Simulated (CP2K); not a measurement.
The system is TiC.

```
Ti C
1.0
     3.06279    0.00000    0.00000
     1.53139    2.65245    0.00000
     1.53139    0.88415    2.50076
Ti C
1 1
Direct
  0.00000 0.00000 0.00000
  0.50000 0.50000 0.50000
```

The cell is a database's computed one.

Base run:

- Program: CP2K 2026.2
- Functional: PW91
- Potentials or basis: POTENTIAL_UZH Ti GTH-PBE-q12, C GTH-PBE-q4; TZVP-MOLOPT-PBE-GTH basis
- Density cutoff: 9184 eV
- k mesh: 11 × 11 × 11
- Occupations: fermi-dirac, width 0.05 eV
- Spin: no spin polarisation

Its results: band gap on the k mesh none (metal or under the smearing width); pressure 0.8 GPa.

Q: The run is repeated on the same cell with these changes: functional from PW91 to vdW-DF-cx. What comes out?

A: Band gap on the k mesh none (metal or under the smearing width); pressure -3.8 GPa.

Caveats: the potentials were made for another functional, which shifts forces and pressure; the basis of atomic orbitals isn't converged, which shifts pressures, moduli and gaps.

Not every run made on this cell is shown here.
